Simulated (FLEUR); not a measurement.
# ZnSe (Stilleite) (F-43m) in FLEUR: further runs, part 2 of 2

FLEUR MaX-R8.1 (later development tree).

## Step 4: Band structure, r2SCAN

Changes to inp.xml since step 3:

```diff
@@ -7,5 +7,8 @@
       <cutoffs Kmax="4.56" Gmax="14.1" GmaxXC="14.1" numbands="0"/>
-      <scfLoop itmax="60" minDistance="0.00001" maxIterBroyd="15" imix="Anderson" alpha="0.05" precondParam="0.0" spinf="2.0" sdNocoIR="T"/>
-      <coreElectrons ctail="T" frcor="F" kcrel="0" coretail_lmax="0"/>
-      <xcFunctional name="PBEs" relativisticCorrections="F"/>
+      <scfLoop itmax="80" minDistance="0.0001" maxIterBroyd="30" imix="Anderson" alpha="0.05" precondParam="0.0" spinf="2.0" sdNocoIR="T"/>
+      <coreElectrons ctail="F" frcor="F" kcrel="0" coretail_lmax="0"/>
+      <xcFunctional name="LibXC" relativisticCorrections="F">
+         <LibXCName exchange="mgga_x_r2scan" correlation="mgga_c_r2scan"/>
+         <AuxGGA exchange="117" correlation="130"/>
+      </xcFunctional>
       <magnetism jspins="1"/>
```

Input file crystal.txt:

```
ZnSe
&input cartesian=F /
0.0000000000  2.8338000000  2.8338000000
2.8338000000  0.0000000000  2.8338000000
2.8338000000  2.8338000000  0.0000000000
1.8897261246
1.0 1.0 1.0

2
34 0.7500000000  0.7500000000  0.7500000000
30 0.0000000000  0.0000000000  0.0000000000

&kpt div1=8 div2=8 div3=8 gamma=T /
```

Changes to inp.xml (bands) since step 3:

```diff
@@ -7,5 +7,8 @@
       <cutoffs Kmax="4.56" Gmax="14.1" GmaxXC="14.1" numbands="0"/>
-      <scfLoop itmax="60" minDistance="0.00001" maxIterBroyd="15" imix="Anderson" alpha="0.05" precondParam="0.0" spinf="2.0" sdNocoIR="T"/>
-      <coreElectrons ctail="T" frcor="F" kcrel="0" coretail_lmax="0"/>
-      <xcFunctional name="PBEs" relativisticCorrections="F"/>
+      <scfLoop itmax="80" minDistance="0.0001" maxIterBroyd="30" imix="Anderson" alpha="0.05" precondParam="0.0" spinf="2.0" sdNocoIR="T"/>
+      <coreElectrons ctail="F" frcor="F" kcrel="0" coretail_lmax="0"/>
+      <xcFunctional name="LibXC" relativisticCorrections="F">
+         <LibXCName exchange="mgga_x_r2scan" correlation="mgga_c_r2scan"/>
+         <AuxGGA exchange="117" correlation="130"/>
+      </xcFunctional>
       <magnetism jspins="1"/>
```

Run with:

```
$ inpgen -f crystal.txt -profile fastHighL
$ # inp.xml edited to the form shown
$ fleur_MPI
$ fleur_MPI   # second run, on inp.xml (bands)
```

It took 3.8 min on 1 thread of Intel Xeon at 2.50GHz (Skylake/Cascade Lake), shared host; peak memory 0.09 GiB.

The run converged. Its results:

```
Free energy                                           : -115016.7017 eV
Band gap on the k mesh                                : 1.88 eV, direct
Band gap along the path                               : 1.88 eV, direct
Valence electrons inside the program's atomic spheres : Se 13.82; Zn 18.42 (radii Se 2.15, Zn 2.15 bohr)
```

Levels at the corners of the path, in eV from the valence-band top:
| point | band 14 | band 15 | band 16 | band 17 | band 18 | band 19 | band 20 | band 21 | band 22 | band 23 |
| --- | --- | --- | --- | --- | --- | --- | --- | --- | --- | --- |
| Γ | -6.29 | -6.29 | 0.00 | 0.00 | 0.00 | 1.88 | 6.34 | 6.34 | 6.34 | 10.57 |
| X | -6.24 | -6.10 | -4.78 | -2.22 | -2.22 | 3.35 | 3.88 | 11.50 | 12.09 | 12.09 |
| W | -6.32 | -5.98 | -4.70 | -2.81 | -2.69 | 5.83 | 6.08 | 7.63 | 8.21 | 12.59 |
| K | -6.26 | -6.01 | -4.73 | -3.14 | -1.82 | 4.00 | 6.06 | 9.64 | 9.93 | 10.32 |
| Γ | -6.29 | -6.29 | 0.00 | 0.00 | 0.00 | 1.88 | 6.34 | 6.34 | 6.34 | 10.57 |
| L | -6.27 | -6.12 | -5.29 | -0.88 | -0.88 | 3.07 | 6.90 | 6.90 | 9.03 | 11.69 |
| U | -6.26 | -6.01 | -4.73 | -3.14 | -1.82 | 4.00 | 6.06 | 9.64 | 9.93 | 10.32 |
| W | -6.32 | -5.98 | -4.70 | -2.81 | -2.69 | 5.83 | 6.08 | 7.63 | 8.21 | 12.59 |
| L | -6.27 | -6.12 | -5.29 | -0.88 | -0.88 | 3.07 | 6.90 | 6.90 | 9.03 | 11.69 |
| K | -6.26 | -6.01 | -4.73 | -3.14 | -1.82 | 4.00 | 6.06 | 9.64 | 9.93 | 10.32 |
| U | -6.26 | -6.01 | -4.73 | -3.14 | -1.82 | 4.00 | 6.06 | 9.64 | 9.93 | 10.32 |
| X | -6.24 | -6.10 | -4.78 | -2.22 | -2.22 | 3.35 | 3.88 | 11.50 | 12.09 | 12.09 |

Core levels (eV from the Fermi level):
| atom | levels |
| --- | --- |
| 1 Se | 1s1/2 -12495.0, 2s1/2 -1599.6, 2p1/2 -1433.9, 2p3/2 -1392.2, 3s1/2 -206.6, 3p1/2 -150.0, 3p3/2 -144.1 |
| 2 Zn | 1s1/2 -9519.5, 2s1/2 -1153.2, 2p1/2 -1014.6, 2p3/2 -990.8 |

Caveat: the meta-GGA is that of a development version, with a GGA for the radial functions and cores and without core tails.

## Step 5: The runs side by side

```tsv
level	max iterations	mixer history	density convergence	gap on the mesh (eV)
LDA	60	15	1e-05 me/bohr^3	1.03
PBEsol	60	15	1e-05 me/bohr^3	1.17
r2SCAN	80	30	0.0001 me/bohr^3	1.88
```

Alike in all rows: task band structure; potentials or basis all-electron, FLAPW; no spin polarisation; cell as given; k mesh 8 × 8 × 8; smearing fermi-dirac 0.05 eV; kmax 4.56 1/bohr.

On the cell as given the gap runs from 1.03 eV (LDA) to 1.88 eV (r2SCAN).

Caveats: the meta-GGA is that of a development version, with a GGA for the radial functions and cores and without core tails (some runs).

Compare energies only between runs with the same functional and basis.

## Step 6: Against experiment

Step 2. Measured gap of ZnSe: 2.695 eV (an exciton energy, a little under the gap; 300 K; “Alloy Disordering Effects on the Thermal Conductivity and Energy Gap Temperature Dependence of Cd1−xZnxSe Ternary Crystals Grown by the Bridgman Method”, 2023, pmc:10253836). This calculation gives 1.03 eV (-1.66 eV). So large a miss can be the level of theory's own, or it may mean another phase, state or a wrong row. Spin-orbit coupling on Se is left out. The value is that of LDA, without temperature or zero-point motion. Semilocal functionals fall short of measured gaps as a rule.

Step 3. Measured gap of ZnSe: 2.695 eV (an exciton energy, a little under the gap; 300 K; “Alloy Disordering Effects on the Thermal Conductivity and Energy Gap Temperature Dependence of Cd1−xZnxSe Ternary Crystals Grown by the Bridgman Method”, 2023, pmc:10253836). This calculation gives 1.17 eV (-1.52 eV). So large a miss can be the level of theory's own, or it may mean another phase, state or a wrong row. Spin-orbit coupling on Se is left out. The value is that of PBEsol, without temperature or zero-point motion. Semilocal functionals fall short of measured gaps as a rule.

Step 4. Against the measured gap of ZnSe, 2.695 eV (an exciton energy, a little under the gap; 300 K; “Alloy Disordering Effects on the Thermal Conductivity and Energy Gap Temperature Dependence of Cd1−xZnxSe Ternary Crystals Grown by the Bridgman Method”, 2023, pmc:10253836), the calculated 1.88 eV is off by -0.81 eV. Spin-orbit coupling on Se is left out. The value is that of r2SCAN, without temperature or zero-point motion.
